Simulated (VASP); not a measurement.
## WC (Qusongite): relaxation of cell and atoms with PBEsol+D3

Crystal: WC (Qusongite).

```xyz
2
Lattice="2.9065 0.0000 0.0000 -1.4532 2.5171 0.0000 0.0000 0.0000 2.8366" Properties=species:S:1:pos:R:3 pbc="T T T"
W     0.0000    0.0000    0.0000
C     1.4533    0.8390    1.4183
```

- Program: VASP 6.6.1
- Task: relaxation of cell and atoms
- Functional: PBEsol
- Dispersion: D3
- Potentials or basis: VASP PAW PBE potentials, release 64 (W_sv, C)
- Cutoff: 600 eV
- k mesh: 10 × 10 × 9
- Occupations: fermi-dirac, width 0.05 eV
- Spin: no spin polarisation
- Further INCAR settings: ALGO = Normal; EDIFF = 1e-07; IBRION = 2; EDIFFG = -0.01; NSW = 60; ISIF = 3

```
Relaxed volume                         : 10.22 Å³/atom
Relaxed cell                           : a = 2.890 Å, b = 2.890 Å, c = 2.825 Å, α = 90.00°, β = 90.00°, γ = 120.00°
Space group after relaxing (to 0.05 Å) : P-6m2 (No. 187)
Energy gained by relaxing              : 3.1 meV/atom
Ionic steps                            : 6
Pressure after relaxing                : 0.0 GPa
Band gap on the k mesh                 : none (metal or under the smearing width)
Dispersion energy per atom             : -0.292 eV
```

The path:
| step | energy change (eV) | largest force (eV/Å) | pressure (GPa) | volume (Å³) |
| --- | --- | --- | --- | --- |
| 1 | 0.0000 | 0.0000 | -6.12 | 20.75 |
| 2 | 0.0440 | 0.0000 | 19.49 | 19.59 |
| 3 | -0.0060 | 0.0000 | -0.09 | 20.45 |
| 4 | -0.0060 | 0.0000 | 0.03 | 20.44 |
| 5 | -0.0060 | 0.0000 | 0.02 | 20.43 |
| 6 | -0.0061 | 0.0000 | 0.02 | 20.44 |

Final structure:
```
W C
1.0
     2.89020    0.00000    0.00000
    -1.44510    2.50299    0.00000
     0.00000    0.00000    2.82500
W C
1 1
Direct
  0.00000 0.00000 0.00000
  0.66667 0.33333 0.50000
```

Levels at points of the mesh, in eV from the Fermi level:
```csv
k point,band 7,band 8,band 9,band 10,band 11,band 12
"(0.00, 0.00, 0.00)",-3.38,-3.38,0.11,3.30,3.30,5.74
"(0.50, 0.00, 0.00)",-3.69,-3.65,-0.43,2.38,4.65,5.04
```

Wall time 24 s on 1 thread of Intel(R) Xeon(R) 6975P-C (Granite Rapids), with other jobs on the host, peak memory 0.17 GiB.

Caveat: the PAW data sets were made with another functional, which shifts forces and pressure a little; pairwise dispersion overbinds metals, which lowers pressure and volume. Spin-orbit coupling is left out, which matters for the levels of W.
